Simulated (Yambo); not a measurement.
# ZrS (Fm-3m) in Yambo: a series of runs, part 2 of 3

Yambo 5.3.0. The steps go on from the part before.

## (3) Optical spectrum, PBEsol (cell squeezed)

Input file optics1.in:

```
optics
chi
Chimod= "HARTREE"
% BndsRnXd
 1 | 34 |
%
NGsBlkXd= 3 Ry
% LongDrXd
 1 | 0 | 0 |
%
% QpntsRXd
 1 | 1 |
%
% EnRngeXd
 0 | 20 | eV
%
% DmRngeXd
 0.1 | 0.1 | eV
%
ETStpsXd= 200
```

Input file scf.in:

```
&CONTROL
  calculation = 'scf'
  prefix = 'pwscf'
  outdir = './tmp'
  pseudo_dir = './pseudo'
/
&SYSTEM
  ibrav = 0
  nat = 2
  ntyp = 2
  ecutwfc = 66
  nbnd = 15
  occupations = 'smearing'
  smearing = 'fd'
  degauss = 0.00367493
  force_symmorphic = .true.
/
&ELECTRONS
  conv_thr = 4d-10
  electron_maxstep = 120
  mixing_beta = 0.5
/
ATOMIC_SPECIES
Zr    91.2240 Zr.upf
S     32.0600 S.upf
CELL_PARAMETERS angstrom
   0.0000000000    2.5154954250    2.5154954250
   2.5154954250    0.0000000000    2.5154954250
   2.5154954250    2.5154954250    0.0000000000
ATOMIC_POSITIONS crystal
Zr     0.0000000000    0.0000000000    0.0000000000
S      0.5000000000    0.5000000000    0.5000000000
K_POINTS automatic
10 10 10 0 0 0
```

Input file nscf.in:

```
&CONTROL
  calculation = 'nscf'
  prefix = 'pwscf'
  outdir = './tmp'
  pseudo_dir = './pseudo'
/
&SYSTEM
  ibrav = 0
  nat = 2
  ntyp = 2
  ecutwfc = 66
  nbnd = 159
  occupations = 'smearing'
  smearing = 'fd'
  degauss = 0.00367493
  force_symmorphic = .true.
/
&ELECTRONS
  conv_thr = 1d-08
  diago_full_acc = .true.
  diago_thr_init = 1d-06
/
ATOMIC_SPECIES
Zr    91.2240 Zr.upf
S     32.0600 S.upf
CELL_PARAMETERS angstrom
   0.0000000000    2.5154954250    2.5154954250
   2.5154954250    0.0000000000    2.5154954250
   2.5154954250    2.5154954250    0.0000000000
ATOMIC_POSITIONS crystal
Zr     0.0000000000    0.0000000000    0.0000000000
S      0.5000000000    0.5000000000    0.5000000000
K_POINTS automatic
4 4 4 0 0 0
```

Potentials or basis: PseudoDojo 0.4.1 SR PBEsol standard.

Run with:

```
OMP_NUM_THREADS=1 pw.x -in scf.in > scf.out
OMP_NUM_THREADS=1 pw.x -in nscf.in > nscf.out
cd tmp/pwscf.save; p2y; mv SAVE ../..; cd ../..
OMP_NUM_THREADS=1 yambo
OMP_NUM_THREADS=1 yambo -F optics1.in -J optics1 -C optics1_out
```

Yambo's report:

```text
[... sections 02.01 to 02.04 as in the set-up run ...]

[... 5 lines left out ...]
  [X] Bosonic    Temperature                        :  0.258606E-1   300.100    [eV K]
  [X] Finite Temperature mode                       : yes
  [X] El. density                                   :  0.56542E+24 [cm-3]
  [X] Fermi Level                                   :  16.52302 [eV]

  [X] === Gaps and Widths ===
  [X] Conduction Band Min                           :  16.52302 [eV]
  [X] Valence Band Max                              :  16.52302 [eV]
  [X] Filled Bands                                  :   8
  [X] Metallic Bands                                :   9  13
  [X] Empty Bands                                   :   14  159

  [X] === Metallic Characters ===
  [X] N of el / N of met el                         :  18.00000   2.83447
  [X] Average metallic occ.                         :  0.141724

  [WARNING] [X] Metallic system

 [03] Transferred momenta grid and indexing
 ==========================================

 IBZ Q-points                                      :   8
 BZ  Q-points                                      :   64

 K/Q-points units:
 rlu = crystal or reduced units; cc = cartesian coordinates; iku = interal k-units

 Q [1]          [rlu]:  0.000000  0.000000  0.000000
 Q [2]          [rlu]:  0.84135E-17  0.84135E-17  0.25000
 Q [3]          [rlu]: -0.16827E-16 -0.16827E-16 -0.50000
 Q [4]          [rlu]: -0.22359E-17  0.25000      0.25000
 Q [5]          [rlu]: -0.25735E-16  0.25000      0.50000
 Q [6]          [rlu]: -0.72338E-16  0.25000     -0.25000
 Q [7]          [rlu]:  0.44717E-17 -0.50000     -0.50000
 Q [8]          [rlu]:  0.250000 -0.500000 -0.250000

 [WARNING] [Xd] User bands 1-34 break level degeneracy

 [04] Dipoles
 ============

  [04.01] Setup: observables and procedures
  =========================================

  [WF-Oscillators/G space/Transverse up loader] Normalization (few states)  min/max  :  0.23595E-16   1.0000

  [WR./optics1//ndb.dipoles]------------------------------------------------------
   Brillouin Zone Q/K grids (IBZ/BZ)                :    8   64    8   64
   RL vectors                                       :  2445 [WF]
   Fragmentation                                    : yes
   Electronic Temperature                           :  300.1000 [K]
   Bosonic    Temperature                           :  300.1000 [K]
   DIP band range                                   :    1   34
   DIP band range limits                            :  13   9
   DIP e/h energy range                             : -1.000000 -1.000000 [eV]
   RL vectors in the sum                            :  2445
   [r,Vnl] included                                 : yes
   Bands ordered                                    : yes
   Direct v evaluation                              : no
   Approach used                                    : G-space v
   Dipoles computed                                 : R V P [G-space]
   Wavefunctions                                    : Perdew, Burke & Ernzerhof SOL(X)+Perdew, Burke & Ernzerhof SOL(C)

  [WARNING] [r,Vnl^pseudo] included in position and velocity dipoles.

  [WARNING] In case H contains other non local terms, these are neglected

 [05] Optics
 ===========

 [X-CG] R(p) Tot o/o(of R):   1163  15050    100

 [WARNING] The system is a metal but Drude term not included.
```

Run time: 52 s. Hardware: 1 thread of Arm Neoverse V1, shared host; peak memory 0.26 GiB.

What came out:

```
Band gap on the k mesh, mean-field level : none (metal or under the smearing width)
```

Dielectric function (along the field direction of the input):
```
energy (eV)  real part  imaginary part
       0.30      -0.99           10.06
       0.90       5.96            0.38
       1.61       9.02            1.90
       2.31       7.20            0.53
       3.02       1.40            9.93
       3.62       6.41            0.82
       4.32       0.14           11.23
       5.03       6.17            8.46
       5.73       4.88            3.05
       6.33       9.43            4.23
       7.04       2.84            3.16
       7.74       5.38            4.68
       8.44       3.00           11.52
       9.05       0.21            7.75
       9.75      -0.81            5.16
      10.45      -2.90            4.48
      11.16      -1.59            1.38
      11.76      -2.98            2.43
      12.46      -1.66            2.07
      13.17      -0.45            1.26
      13.87      -0.24            0.36
      14.47       0.68            0.86
      15.18       0.30            1.07
      15.88       0.40            1.51
      16.58       0.33            0.89
      17.19      -0.21            1.30
      17.89      -0.47            0.50
      18.59      -0.25            1.02
      19.30       0.05            0.45
      20.00       0.75            0.67
```

Caveat: the k mesh is coarse (spacing up to 0.54 Å⁻¹), so the values aren't converged; the intraband (Drude) term of the metal is left out; the ground state has no gap, which makes the many-body step unreliable; spectra need much finer meshes, so this one isn't converged; these spectra lack excitons.

## (4) Optical spectrum by the Bethe-Salpeter equation, PBEsol (cell squeezed)

Input file bse2.in:

```
optics
bse
bss
rim_cut
em1s
RandQpts= 1000000
RandGvec= 50 RL
Chimod= "HARTREE"
% BndsRnXs
 1 | 34 |
%
NGsBlkXs= 5 Ry
% LongDrXs
 1 | 0 | 0 |
%
BSKmod= "SEX"
BSEmod= "retarded"
BSSmod= "d"
% BSEQptR
 1 | 1 |
%
% BSEBands
 7 | 15 |
%
BSENGexx= 20 Ry
BSENGBlk= 5 Ry
% BEnRange
 0 | 20 | eV
%
% BDmRange
 0.1 | 0.1 | eV
%
BEnSteps= 200
% BLongDir
 1 | 0 | 0 |
%
BSEprop= "abs"
WRbsWF
```

scf.in is that of step 3.

nscf.in is that of step 3.

Potentials or basis: PseudoDojo 0.4.1 SR PBEsol standard.

Run with:

```
OMP_NUM_THREADS=1 pw.x -in scf.in > scf.out
OMP_NUM_THREADS=1 pw.x -in nscf.in > nscf.out
cd tmp/pwscf.save; p2y; mv SAVE ../..; cd ../..
OMP_NUM_THREADS=1 yambo
mkdir -p bse2; ln -s $PWD/g0w00/ndb.RIM bse2/
OMP_NUM_THREADS=1 yambo -F bse2.in -J bse2 -C bse2_out
OMP_NUM_THREADS=1 ypp -J bse2 -C bse2_out -e s -b 1
```

Yambo's report:

```text
[... sections 02.01 to 02.04 as in the set-up run ...]

[... 5 lines left out ...]
  [X] Bosonic    Temperature                        :  0.258606E-1   300.100    [eV K]
  [X] Finite Temperature mode                       : yes
  [X] El. density                                   :  0.56542E+24 [cm-3]
  [X] Fermi Level                                   :  16.52302 [eV]

  [X] === Gaps and Widths ===
  [X] Conduction Band Min                           :  16.52302 [eV]
  [X] Valence Band Max                              :  16.52302 [eV]
  [X] Filled Bands                                  :   8
  [X] Metallic Bands                                :   9  13
  [X] Empty Bands                                   :   14  159

  [X] === Metallic Characters ===
  [X] N of el / N of met el                         :  18.00000   2.83447
  [X] Average metallic occ.                         :  0.141724

  [WARNING] [X] Metallic system

 [03] Transferred momenta grid and indexing
 ==========================================
[... 215 lines left out ...]
    [K] Bands                                        :   7  15
    [K] Exchange                                     : yes [res]
    [K] Correlation                                  : yes [res]
    [K] Kernel`s coupling                            : no
    [K] Exchange                                     : no [cpl]
    [K] Correlation                                  : no [cpl]
    [K] W interaction is bare                        : no
    [K] ALDA kernel in R-space                       : no
    [K] RL vectors                                   :   339 [exchange]
    [K] RL vectors                                   :   59 [correlation]
    [K] E/h energy range                             : -1.000000 -1.000000 [eV]
    [K] Coupling range                               :  100.0000  100.0000 [o/o]
    [W] Interaction is diagonal                      : no
    [W] Matrix size                                  :   59
    [W] Bands                                        :    1   34
    [W] e/h energy range                             : -1.000000 -1.000000 [eV]
    [W] Poles                                        :  100.0000 [o/o]
    [W] RL vectors in the sum                        :  2445
    [W] [r,Vnl] included                             : yes
    [W] Field direction                              :  0.100000E-4   0.00000      0.00000
    [W] Coulomb Cutoff                               : none
    [W] Hxc Kernel                                   : HARTREE
    [RIM] RL components                              :   51 [col]
    [RIM] Random points                              :  1000000 [col]
    [SOC] Perturbative SOC                           : no
    [K] Kernel long-range exchange                   : BAR
    [BSS] Eigenstates included                       : yes
    [BSS] Field direction                            :  0.100000E-4   0.00000      0.00000
    [BSS] Eigenstates computed                       :  1214
    [BSS] Number of BSE matrices                     :  1
```

o-bse2.eps_q1_diago_bse:

```text
# Absorption @ Q(1):   1.00000000      0.00000000      0.00000000    [q->0 direction]
#
[... 52 lines left out ...]
#
        0.000000           0.000000           28.11791           0.000000           27.94840
        0.100503           12.57190           27.23286           12.50186           27.09844
        0.201005           23.89490           8.195659           23.93713           8.175915
        0.301508           10.00541          -1.647345           10.06019          -1.797128
        0.402010           3.862687           0.556224           3.878504           0.398977
        0.502513           1.858483           2.436060           1.862390           2.281742
[... 192 lines left out ...]
        19.89950           0.008398           0.352675           0.008511           0.340479
        20.00000           0.008215           0.361021           0.008329           0.348939
#
```

o-bse2.exc_qpt1_E_sorted:

```text
# [K] Identifier                                  :   7969
# [K] Dimension                                   :  1214
# [K] Bands                                       :   7  15
# [K] Exchange                                    : yes [res]
# [K] Correlation                                 : yes [res]
# [K] Kernel`s coupling                           : no
# [K] Exchange                                    : no [cpl]
# [K] Correlation                                 : no [cpl]
[... 27 lines left out ...]
#    E [ev]             Strength           Index
#
    0.18410214         0.95685470E-09      1.0000000
    0.18410217         0.27413729E-09      2.0000000
    0.184102225        0.795955947E-6      3.00000000
    0.184163276        0.433182711E-2      4.00000000
    0.184163309        0.195225011E-3      5.00000000
    0.184163344         1.00000000         6.00000000
[... 35 lines left out ...]
     2.4789128         0.56210937E-09      42.000000
     2.47891427        0.109551579E-8      43.0000000
[... 1173 further lines ...]
```

Run time: 73 s. Hardware: 1 thread of Arm Neoverse V1, shared host; peak memory 0.27 GiB.

Results:

- Band gap on the k mesh, mean-field level: none (metal or under the smearing width)

Dielectric function (along the field direction of the input):
```csv
energy (eV),real part,imaginary part
0.30,-1.65,10.01
0.80,4.89,0.49
1.31,6.67,0.44
1.81,3.74,3.07
2.31,6.77,0.59
2.81,11.67,7.93
3.32,3.85,1.00
3.82,8.23,2.09
4.32,-2.31,7.53
4.82,6.46,3.25
5.33,2.66,1.31
5.83,4.42,1.32
6.33,9.17,5.36
6.83,-1.22,4.79
7.34,-1.97,7.95
7.84,2.09,6.99
8.34,0.48,12.41
8.84,-4.47,6.47
9.35,-5.69,2.35
9.85,-2.17,1.55
10.35,-3.55,3.47
10.85,-4.21,2.29
11.36,-2.11,3.04
11.86,-1.39,0.79
12.36,-0.73,0.65
12.86,-1.41,0.30
13.37,-0.62,0.58
13.87,-0.18,0.55
14.37,-0.97,0.33
14.87,-0.35,0.14
15.38,-0.65,0.17
15.88,-0.31,0.04
16.38,-0.15,0.03
16.88,-0.03,0.02
17.39,0.06,0.02
17.89,0.14,0.01
18.39,0.20,0.01
18.89,0.26,0.01
19.40,0.31,0.01
20.00,0.36,0.01
```

Caveat: the k mesh is coarse (spacing up to 0.54 Å⁻¹), so the values aren't converged; the intraband (Drude) term of the metal is left out; the ground state has no gap, which makes the many-body step unreliable; the transitions start from uncorrected Kohn-Sham levels, so peaks lie too low; exciton energies and binding change strongly with the k mesh and aren't converged on this one; spectra need much finer meshes, so this one isn't converged.

[end of part 2 of 3]
